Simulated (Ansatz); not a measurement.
Runs of Ansatz 0.2.0 on MnO. The structure is cubic, space group Fm-3m (No. 225). Conventional cell: a = 4.448 Å, b = 4.448 Å, c = 4.448 Å, α = 90.00°, β = 90.00°, γ = 90.00°. Mn (site symmetry m-3m) is surrounded by 6 O at 2.22 Å. Around O (site symmetry m-3m) lie 6 Mn at 2.22 Å. The cell is a database's computed one.

| task | level | cell | k mesh | cutoff (eV) | smearing | gap on the mesh (eV) | pressure (GPa) | moment (μB) | relaxed volume (Å³/atom) |
| --- | --- | --- | --- | --- | --- | --- | --- | --- | --- |
| relaxation of cell and atoms | PBE | relaxed | 10 × 10 × 10 | - | fermi-dirac 0.05 eV | - | 0.0 | 4.79 | 11.00 |
| elastic constants | PBEsol | as given | 7 × 7 × 7 | 346 | fermi-dirac 0.05 eV | none | -8.6 | 4.69 | - |
| single point | PBE | as given | 10 × 10 × 10 | 324 | gaussian 0.02 eV | none | (b) | 4.80 | - |
| phonons | PBEsol | as given | 7 × 7 × 7 | 346 | fermi-dirac 0.05 eV | none | - | 4.69 | - |
| relaxation of cell and atoms | BLYP | relaxed | 10 × 10 × 10 | - | fermi-dirac 0.05 eV | - | 0.0 | 4.80 | (a) |

Alike in all rows: potentials or basis all-electron LAPW, scalar-relativistic; spin collinear, ferromagnetic start; basis error allowed 0.001 eV/atom.

Problem. Fill in the values left out.

Solution. (a) 11.38; (b) 0.2.

Caveats: a cell with one magnetic atom can't hold antiferromagnetic order, which such compounds often take; semilocal functionals often make such compounds metallic where correlation or magnetic order opens a gap, which also shifts bond lengths (some runs); the k mesh is thin for a metal, which can move the energy by tens of meV per atom (some runs); a metal's response needs a denser mesh (some runs); the cell is more than 3 GPa from zero pressure, which shifts response properties (some runs); the elastic tensor has a negative eigenvalue, so either the cell is unstable as it stands or the mesh is too thin (some runs).

A gap of «none» marks a metal or a gap under the smearing width.
